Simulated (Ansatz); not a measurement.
Method: DFT PBE, scalar-relativistic, plane waves, PAW in Ansatz 0.2.0. All cells share a 420 eV cutoff and Γ-centred k meshes spaced at most about 0.3 Å⁻¹ (about 0.25 or finer for metals, 2π included). No spin polarisation in the final relaxations.

All energies are static (0 K, no zero-point motion). All come from trial cells, and lower structures may exist.

Problem. Order these relaxed structures of Sb by energy, lowest first, with the energy over the lowest of them.
A. Space group F-43m (No. 216), cubic, a = 11.713 Å. Sb on a site of symmetry 3m has 6 Sb at 3.13–3.15 Å; Sb on a site of symmetry 2mm is surrounded by 6 Sb at 3.14–3.15 Å.
B. Space group Pnma (No. 62), orthorhombic, a = 12.729 Å, b = 4.353 Å, c = 4.596 Å. Sb on its first site is surrounded by 3 Sb at 2.94–2.99 Å and 3 Sb at 3.41 Å; around Sb on its second site lie 3 Sb at 2.94–2.99 Å and 3 Sb at 3.41 Å.
C. Space group P4/mbm (No. 127), tetragonal, a = 7.916 Å, c = 3.139 Å. Sb on a site of symmetry 4/m is surrounded by 6 Sb at 3.10–3.14 Å; Sb on a site of symmetry m2m is surrounded by 1 Sb at 2.92 Å and 4 Sb at 3.10–3.14 Å.

Solution. B (0 meV/atom), C (80 meV/atom), A (277 meV/atom). Forms: B Pnma; C P4/mbm; A F-43m. Counting all near atoms (those within 1.25 times the shortest such distance or 1.15 times the sum of covalent radii; a plus sign parts nearer from farther groups; a slash parts the counts of unlike sites): B has Sb 3+3; C has Sb 5/6; A has Sb 6.

Spin–orbit coupling, which can matter for Sb, is left out. Cells relaxed within their symmetry can be saddle points. The part of the Crystallography Open Database at hand lists Sb in space groups No. 139, 166, 194, 221, 225 and others; no cell shown has one of them. Some candidate types were left out of the draw beforehand, so a known form may be missing.
